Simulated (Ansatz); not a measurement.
Crystal: WS2.

```
W S
1.0
     1.57900    0.91164    6.16333
    -1.57900    0.91164    6.16333
     0.00000   -1.82327    6.16333
W S
1 2
Direct
  0.00000 0.00000 0.00000
  0.58100 0.58100 0.58100
  0.75030 0.75030 0.75030
```

Measurements of this composition are mostly on another form, of space group No. 194.

Base run:

| Quantity | Value |
| --- | --- |
| Program | Ansatz 0.2.0 |
| Functional | PBEsol |
| Potentials or basis | all-electron LAPW, non-relativistic |
| Cutoff | 262 eV (chosen from the basis error) |
| Basis error allowed | 0.002 eV/atom |
| k mesh | 10 × 10 × 10 |
| Occupations | fermi-dirac, width 0.05 eV |
| Spin | no spin polarisation |

Its results: band gap on the k mesh 0.92 eV, indirect (least direct gap 2.19 eV); pressure 5.6 GPa; largest force 0.906 eV/Å.

Problem. The run is repeated on the same cell with these changes: potentials or basis from all-electron LAPW, non-relativistic to all-electron LAPW, scalar-relativistic. What comes out?

Solution. Band gap on the k mesh 1.02 eV, indirect (least direct gap 2.23 eV); pressure -0.6 GPa; largest force 0.599 eV/Å.

Caveats: spin-orbit coupling is left out, which moves the levels of the heavy elements; relativity is left out, which matters for the heavier elements (some runs).

A k mesh can miss the band edges.

The runs don't all hold the same shells in valence.
